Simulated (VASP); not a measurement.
The system is MoS2.

```xyz
3
Lattice="1.5855 0.9154 6.1150 -1.5855 0.9154 6.1150 0.0000 -1.8308 6.1150" Properties=species:S:1:pos:R:3 pbc="T T T"
Mo    0.0000    0.0000    0.0000
S     0.0000    0.0000    4.5862
S     0.0000    0.0000   13.7587
```

Measurements of this composition are mostly on another form, of space group No. 194.

Base run:

| Property | Result |
| --- | --- |
| Program | VASP 6.6.1 |
| Functional | PBEsol |
| Potentials or basis | VASP PAW PBE potentials, release 64 (Mo_sv, S) |
| Cutoff | 750 eV |
| k mesh | 8 × 8 × 8 |
| Occupations | gaussian, width 0.02 eV |
| Spin | spin-orbit coupling, no magnetisation |

Its results: pressure 3.0 GPa; largest force 0.760 eV/Å.

Question: The run is repeated on the same cell with these changes: functional from PBEsol to PBE. What comes out?

Answer: Pressure 7.9 GPa; largest force 0.989 eV/Å.

PBE binds less tightly than PBEsol, so the same cell stands under more pressure.

Caveats: the cell's inner coordinates are idealised or old, which leaves forces on the atoms; the PAW data sets were made with another functional, which shifts forces and pressure a little (some runs).
